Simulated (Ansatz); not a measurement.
# GaAs (F-43m) in Ansatz: a series of runs

Runs on GaAs. Level: PBE. Tasks: single point.

All numbers are computed with Ansatz 0.2.0; they aren't measurements. Logs are shortened: lines on timing, memory, paths and dates and some standing lists are left out, and cuts for length are marked.

**The experiment to reproduce.**

From “Evidence of valence band perturbations in GaAsN/GaAs(001): A combined variable-angle spectroscopic ellipsometry and modulated photoreflectance investigation”, 2008, arxiv:0805.2212, for a bulk crystal of GaAs at 300 K: band gap 1.412 ± 0.01 eV (direct); band gap 1.418 ± 0.005 eV (direct).

How close the calculation comes is told below.

### 1 The crystal as given

The structure is cubic, space group F-43m (No. 216). The conventional cell has a = 5.654 Å, b = 5.654 Å, c = 5.654 Å, α = 90.00°, β = 90.00°, γ = 90.00°. Around As (site symmetry -43m) lie 4 Ga at 2.45 Å. Ga (site symmetry -43m) is surrounded by 4 As at 2.45 Å.

### 2 Single point, PBE

The input, input.yaml:

```yaml
crystal:
  lattice:
    - [0.0, 2.82685, 2.82685]
    - [2.82685, 0.0, 2.82685]
    - [2.82685, 2.82685, 0.0]
  atoms:
    - { symbol: As, position: [0.75, 0.75, 0.75] }
    - { symbol: Ga, position: [0.0, 0.0, 0.0] }
hamiltonian:
  xc: pbe
  pseudopotentials: { kind: paw }
kpoints:
  mp_grid: { grid: [8, 8, 8] }
scf:
  occupations: { method: gaussian, width: 0.019 }
output:
  forces: true
  stress: true
  eigenvalues: true
```

Potentials or basis: Ansatz PAW.

Run with:

```
> ansatz run input.yaml --threads 2 --pin off --max-ram 5632MiB --backend cpu --events-out ev --progress --plain --runs-dir out
```

The program printed:

```text
Warning: RAYON_NUM_THREADS=2 ignored (pool sized by the plan → 2); use --threads N
Engine: ansatz 0.2.0, x86_64-unknown-linux-gnu
Pseudopotentials: kind: paw
Pseudopotential: As, paw, valence charge 15, recommended cutoff 420 eV (normal), As.paw.azcp
Pseudopotential: Ga, paw, valence charge 13, recommended cutoff 420 eV (normal), Ga.paw.azcp
Functional definition: PBE
  parameter kappa = 0.804
  parameter beta = 0.06672455060314922
  exchange = pbe_x(kappa = kappa, mu = beta*pi^2/3)
  correlation = pbe_c(beta = beta)
Crystal: 2 atoms, lattice volume = 45.179 Å³
Basis set: ecut = 420 eV, 893 PW (Γ), exchange–correlation on 54×54×54 points (8 copies of the dense FFT grid, shifted against one another)
Bands: 18, of which v1, the nominal top of the filled ones, is band 14 counted from 1 (13 counted from 0)
Symmetry: 24 space group operations
Space group: F-43m (ITA 216), of the structure as read, at distance tolerance 3.6e-5 Å
k-points: 29 of 512 (time reversal used)
Non-local potential: As, projectors of the file, l = 0: 2, l = 1: 2, l = 2: 3, l = 3: 1
Non-local potential: Ga, projectors of the file, l = 0: 2, l = 1: 2, l = 2: 3, l = 3: 1
PAW form: soft (Blöchl's): semilocal exchange-correlation on the pseudo side does not see the compensation charge
PAW one-centre angular grid: As, 590 points (default); XC on 64 Gauss nodes
PAW one-centre angular grid: Ga, 590 points (default); XC on 64 Gauss nodes
Initial density: superposition of atomic densities (neutral atoms: chi_scale 0, normalization atom), corrected by the library's trained network
Initial wavefunctions: pseudopotential atomic-orbital guess
Functional: x = pbe(κ = 0.804, μ = 0.2195149727645171), c = pbe(β = 0.06672455060314922)
SCF iter   1: F=—  HF=-8639.834936 eV  |F-HF|=—  |Δ(HF+E_count)|=         —  Δρ=1.78e-3  dr2=2.37e-3  ethr=1.77e-3  ⟨swp⟩=6.0  Hψ=2448  notcnv=0
preconditioner: auto → none  [insulator: Δε(μ)=0.507 eV  Ē_g=15.490 eV  σ=0.019 eV  W_gap=1.00  n_scr=14 (ndim 8)  ℏωp=23.4 eV  f_vac=0.086  D(μ)=0.00/eV (n_scr^D=0)  ε∞_Penn≈3.3]
SCF iter   2: F=—  HF=-8639.834088 eV  |F-HF|=—  |Δ(HF+E_count)|=   8.47e-4  Δρ=8.31e-4  dr2=2.79e-4  ethr=8.47e-6  ⟨swp⟩=2.0  Hψ=1131  notcnv=0
SCF iter   3: F=—  HF=-8639.834022 eV  |F-HF|=—  |Δ(HF+E_count)|=   6.67e-5  Δρ=2.59e-4  dr2=3.54e-5  ethr=9.96e-7  ⟨swp⟩=2.0  Hψ=847  notcnv=0
SCF iter   4: F=—  HF=-8639.834044 eV  |F-HF|=—  |Δ(HF+E_count)|=   2.21e-5  Δρ=1.33e-4  dr2=1.07e-5  ethr=1.27e-7  ⟨swp⟩=2.0  Hψ=744  notcnv=0
SCF iter   5: F=—  HF=-8639.834051 eV  |F-HF|=—  |Δ(HF+E_count)|=   7.15e-6  Δρ=3.74e-5  dr2=6.78e-7  ethr=3.83e-8  ⟨swp⟩=2.0  Hψ=638  notcnv=0
SCF iter   6: F=-8639.834051 eV  HF=-8639.834051 eV  |F-HF|=3.53e-9  |Δ(HF+E_count)|=   4.92e-7  Δρ=5.76e-6  dr2=2.07e-8  ethr=3.57e-10  ⟨swp⟩=5.2  Hψ=2374  notcnv=0
SCF 1 converged in 6 iterations: F = -8639.834051 eV  dr2 = 2.07e-8
SCF converged after 6 iterations
Free energy (F): -8639.834051 eV
Harris-Foulkes:  -8639.834051 eV  (|F-HF|=3.53e-9)
Internal energy: -8639.834051 eV  (E = F + TS)
E sigma→0 (E₀):  -8639.834051 eV
Fermi energy:    8.442273 eV
--- Per-component energies (eV) ---
  E_band       = -311.945979
  E_kinetic    = 219.488383
  E_local      = -3915.503718  (includes V_loc(G=0)·N_el)
  E_nonlocal   = -245.780641
  E_hartree    = 1973.459773
  E_xc         = -148.501266
  E_vxc        = -137.536833  (∫ρ·V_xc dr)
  E_paw        = -3824.268658  (= ΣΔE_a)
  E_vpaw       = -179.534080  (= ΣTr[D̂ρ^β])
  E_aug_tail   = -0.000138  (compensation charges beyond the density's cutoff)
  E_ewald      = -2698.727786
  E_smearing   = -0.000000  (= −TS)
  E_closure    = 0.000000  (closes the sum)
  Σ components = -8639.834051   (vs F -8639.834051, Δ=0.00e0)
--- Forces (eV/Å), atoms counted from 1 ---
  atom   1  As     0.00000000    -0.00000000     0.00000000
  atom   2  Ga    -0.00000000    -0.00000000     0.00000000
  max |Σ_I F_I| component: 2.22e-16 eV/Å
--- Stress (GPa, compression-positive) ---
        3.269533      -0.000000      -0.000000
       -0.000000       3.269533       0.000000
        0.000000       0.000000       3.269533
  P = ⅓ Tr σ = 3.2695 GPa (32.695 kbar)
--- Band table (eV; the first three rows and the last of 29) ---
  k-point 0: bands = ["-26.9504", "-26.9504", "-26.9504", "-26.9407", "-26.9407", "-6.5990", "-6.5990", "-6.5990", "-6.5200", "-6.5200", "-4.5435", "8.1841", "8.1841", "8.1841", "8.6996", "11.9233", "11.9233", "11.9233"]
  k-point 1: bands = ["-26.9504", "-26.9503", "-26.9503", "-26.9406", "-26.9406", "-6.6128", "-6.5954", "-6.5954", "-6.5202", "-6.5202", "-4.3607", "6.2225", "7.9485", "7.9485", "9.7759", "12.2707", "12.2707", "12.3830"]
  k-point 2: bands = ["-26.9503", "-26.9500", "-26.9500", "-26.9406", "-26.9406", "-6.6429", "-6.5876", "-6.5876", "-6.5198", "-6.5198", "-3.8508", "4.0492", "7.5071", "7.5071", "9.6371", "12.7887", "12.7887", "14.1408"]
  k-point 28: bands = ["-26.9501", "-26.9497", "-26.9486", "-26.9408", "-26.9401", "-6.6993", "-6.5672", "-6.5546", "-6.5307", "-6.5164", "-1.9853", "1.5602", "4.6533", "4.8464", "12.8072", "12.9081", "13.5996", "14.2334"]
```

Wall time 5.2 s (2 threads of Intel Xeon at 2.50GHz (Skylake/Cascade Lake), shared host); peak memory 0.36 GiB.

Results:

* Free energy: -8639.8341 eV
* Pressure: 3.3 GPa
* Band gap on the k mesh: 0.52 eV, direct

### 3 Single point, PBE

Edit input.yaml of step 2 so:

```diff
@@ -14,3 +14,3 @@
 scf:
-  occupations: { method: gaussian, width: 0.019 }
+  occupations: { method: gaussian, width: 0.02 }
 output:
```

Potentials or basis: Ansatz PAW.

Run with:

```
> ansatz run input.yaml --threads 2 --pin off --max-ram 5632MiB --backend cpu --events-out ev --progress --plain --runs-dir out
```

Run time: 4.7 s. Hardware: 2 threads of Intel Xeon at 2.50GHz (Skylake/Cascade Lake), shared host; peak memory 0.35 GiB.

Results (log left out):

- Free energy: -8639.8341 eV
- Pressure: 3.3 GPa
- Band gap on the k mesh: 0.52 eV, direct

Levels at points of the mesh, in eV from the valence-band top:
```
             k point  band 10  band 11  band 12  band 13  band 14  band 15  band 16  band 17  band 18
  (0.00, 0.00, 0.00)   -14.70   -12.73     0.00     0.00     0.00     0.52     3.74     3.74     3.74
 (0.00, 0.00, -0.50)   -14.70   -10.96    -6.63    -1.14    -1.14     1.00     4.64     4.64     7.76
(0.00, -0.50, -0.50)   -14.69   -10.23    -6.81    -2.67    -2.67     1.47     1.66    10.17    10.17
```

### 4 Single point, PBE

Edit input.yaml of step 3 so:

```diff
@@ -14,3 +14,3 @@
 scf:
-  occupations: { method: gaussian, width: 0.02 }
+  occupations: { method: gaussian, width: 0.021 }
 output:
@@ -19 +19,5 @@
   eigenvalues: true
+  write_density: true
+  write_potential: true
+  elf: true
+  volumetric_format: npy
```

Potentials or basis: Ansatz PAW.

Run with:

```
> ansatz run input.yaml --threads 2 --pin off --max-ram 5632MiB --backend cpu --events-out ev --progress --plain --runs-dir out
```

The program printed:

```text
Warning: RAYON_NUM_THREADS=2 ignored (pool sized by the plan → 2); use --threads N
Engine: ansatz 0.2.0, x86_64-unknown-linux-gnu
Pseudopotentials: kind: paw
Pseudopotential: As, paw, valence charge 15, recommended cutoff 420 eV (normal), As.paw.azcp
Pseudopotential: Ga, paw, valence charge 13, recommended cutoff 420 eV (normal), Ga.paw.azcp
Functional definition: PBE
  parameter kappa = 0.804
  parameter beta = 0.06672455060314922
  exchange = pbe_x(kappa = kappa, mu = beta*pi^2/3)
  correlation = pbe_c(beta = beta)
Crystal: 2 atoms, lattice volume = 45.179 Å³
Basis set: ecut = 420 eV, 893 PW (Γ), exchange–correlation on 54×54×54 points (8 copies of the dense FFT grid, shifted against one another)
Bands: 18, of which v1, the nominal top of the filled ones, is band 14 counted from 1 (13 counted from 0)
Symmetry: 24 space group operations
Space group: F-43m (ITA 216), of the structure as read, at distance tolerance 3.6e-5 Å
k-points: 29 of 512 (time reversal used)
Non-local potential: As, projectors of the file, l = 0: 2, l = 1: 2, l = 2: 3, l = 3: 1
Non-local potential: Ga, projectors of the file, l = 0: 2, l = 1: 2, l = 2: 3, l = 3: 1
PAW form: soft (Blöchl's): semilocal exchange-correlation on the pseudo side does not see the compensation charge
PAW one-centre angular grid: As, 590 points (default); XC on 64 Gauss nodes
PAW one-centre angular grid: Ga, 590 points (default); XC on 64 Gauss nodes
Initial density: superposition of atomic densities (neutral atoms: chi_scale 0, normalization atom), corrected by the library's trained network
Initial wavefunctions: pseudopotential atomic-orbital guess
Functional: x = pbe(κ = 0.804, μ = 0.2195149727645171), c = pbe(β = 0.06672455060314922)
SCF iter   1: F=—  HF=-8639.834942 eV  |F-HF|=—  |Δ(HF+E_count)|=         —  Δρ=1.77e-3  dr2=2.37e-3  ethr=1.77e-3  ⟨swp⟩=6.0  Hψ=2448  notcnv=0
preconditioner: auto → none  [insulator: Δε(μ)=0.507 eV  Ē_g=15.490 eV  σ=0.021 eV  W_gap=1.00  n_scr=14 (ndim 8)  ℏωp=23.4 eV  f_vac=0.086  D(μ)=0.00/eV (n_scr^D=0)  ε∞_Penn≈3.3]
SCF iter   2: F=—  HF=-8639.834088 eV  |F-HF|=—  |Δ(HF+E_count)|=   8.54e-4  Δρ=8.32e-4  dr2=2.80e-4  ethr=8.47e-6  ⟨swp⟩=2.0  Hψ=1131  notcnv=0
SCF iter   3: F=—  HF=-8639.834021 eV  |F-HF|=—  |Δ(HF+E_count)|=   6.64e-5  Δρ=2.59e-4  dr2=3.55e-5  ethr=9.99e-7  ⟨swp⟩=2.0  Hψ=787  notcnv=0
SCF iter   4: F=—  HF=-8639.834044 eV  |F-HF|=—  |Δ(HF+E_count)|=   2.23e-5  Δρ=1.33e-4  dr2=1.07e-5  ethr=1.27e-7  ⟨swp⟩=2.0  Hψ=750  notcnv=0
SCF iter   5: F=—  HF=-8639.834051 eV  |F-HF|=—  |Δ(HF+E_count)|=   7.14e-6  Δρ=3.74e-5  dr2=6.80e-7  ethr=3.84e-8  ⟨swp⟩=2.0  Hψ=638  notcnv=0
SCF iter   6: F=-8639.834051 eV  HF=-8639.834051 eV  |F-HF|=3.44e-9  |Δ(HF+E_count)|=   4.94e-7  Δρ=5.74e-6  dr2=2.08e-8  ethr=3.57e-10  ⟨swp⟩=8.9  Hψ=3839  notcnv=0
SCF 1 converged in 6 iterations: F = -8639.834051 eV  dr2 = 2.08e-8
SCF converged after 6 iterations
Free energy (F): -8639.834051 eV
Harris-Foulkes:  -8639.834051 eV  (|F-HF|=3.44e-9)
Internal energy: -8639.834051 eV  (E = F + TS)
E sigma→0 (E₀):  -8639.834051 eV
Fermi energy:    8.442358 eV
--- Per-component energies (eV) ---
  E_band       = -311.945938
  E_kinetic    = 219.488384
  E_local      = -3915.503691  (includes V_loc(G=0)·N_el)
  E_nonlocal   = -245.780623
  E_hartree    = 1973.459747
  E_xc         = -148.501266
  E_vxc        = -137.536833  (∫ρ·V_xc dr)
  E_paw        = -3824.268678  (= ΣΔE_a)
  E_vpaw       = -179.534079  (= ΣTr[D̂ρ^β])
  E_aug_tail   = -0.000138  (compensation charges beyond the density's cutoff)
  E_ewald      = -2698.727786
  E_smearing   = -0.000000  (= −TS)
  E_closure    = 0.000000  (closes the sum)
  Σ components = -8639.834051   (vs F -8639.834051, Δ=0.00e0)
--- Forces (eV/Å), atoms counted from 1 ---
  atom   1  As     0.00000000    -0.00000000    -0.00000000
  atom   2  Ga    -0.00000000     0.00000000     0.00000000
  max |Σ_I F_I| component: 1.62e-16 eV/Å
--- Stress (GPa, compression-positive) ---
        3.269531       0.000000      -0.000000
        0.000000       3.269531       0.000000
       -0.000000       0.000000       3.269531
  P = ⅓ Tr σ = 3.2695 GPa (32.695 kbar)
--- Band table (eV; the first three rows and the last of 29) ---
  k-point 0: bands = ["-26.9504", "-26.9504", "-26.9504", "-26.9407", "-26.9407", "-6.5990", "-6.5990", "-6.5990", "-6.5200", "-6.5200", "-4.5435", "8.1841", "8.1841", "8.1841", "8.6996", "11.9233", "11.9233", "11.9233"]
  k-point 1: bands = ["-26.9504", "-26.9503", "-26.9503", "-26.9406", "-26.9406", "-6.6128", "-6.5954", "-6.5954", "-6.5202", "-6.5202", "-4.3607", "6.2225", "7.9485", "7.9485", "9.7759", "12.2707", "12.2707", "12.3830"]
  k-point 2: bands = ["-26.9503", "-26.9500", "-26.9500", "-26.9406", "-26.9406", "-6.6429", "-6.5876", "-6.5876", "-6.5198", "-6.5198", "-3.8508", "4.0492", "7.5071", "7.5071", "9.6371", "12.7887", "12.7887", "14.1408"]
  k-point 28: bands = ["-26.9501", "-26.9497", "-26.9486", "-26.9408", "-26.9400", "-6.6993", "-6.5672", "-6.5546", "-6.5307", "-6.5164", "-1.9853", "1.5602", "4.6533", "4.8464", "12.8072", "12.9081", "13.5996", "14.2334"]
```

rho_z.tsv:

```text
# z_ang	rho[e/angstrom^3]
# format = ansatz-planar-average/11
# lattice	0.000000000	2.826850000	2.826850000
# lattice	2.826850000	0.000000000	2.826850000
# lattice	2.826850000	2.826850000	0.000000000
# sites	2
# site	33	4.240275000	4.240275000	4.240275000
# site	31	0.000000000	0.000000000	0.000000000
0.000000	1.407272e0
0.148066	1.210147e0
0.296131	8.318469e-1
0.444197	4.951396e-1
0.592262	2.924582e-1
0.740328	1.920587e-1
[... 19 lines left out ...]
3.701639	1.042521e0
3.849704	1.300718e0
```

v_z.tsv:

```text
# z_ang	v_es[eV]	v_tot[eV]
# format = ansatz-planar-average/11
# xc	pbe
# density_cutoff_ev	1680
# datasets	As=:simpson_from_first_knot:soft	Ga=:simpson_from_first_knot:soft
# lattice	0.000000000	2.826850000	2.826850000
# lattice	2.826850000	0.000000000	2.826850000
# lattice	2.826850000	2.826850000	0.000000000
# sites	2
# site	33	4.240275000	4.240275000	4.240275000
# site	31	0.000000000	0.000000000	0.000000000
0.000000	2.490114e0	-8.589634e0
0.148066	3.444423e0	-7.184036e0
0.296131	4.349824e0	-5.726359e0
0.444197	5.178506e0	-4.265357e0
0.592262	6.052856e0	-2.699556e0
0.740328	7.028606e0	-1.036941e0
[... 19 lines left out ...]
3.701639	1.462239e0	-1.017905e1
3.849704	1.742322e0	-9.671596e0
```

Wall time 5.6 s (2 threads of Intel Xeon at 2.50GHz (Skylake/Cascade Lake), shared host); peak memory 0.36 GiB.

Results:

```yaml
Free_energy: -8639.8341 eV
Pressure: 3.3 GPa
Band_gap_on_the_k_mesh: 0.52 eV, direct
```

(Continued in part 2 of 2.)
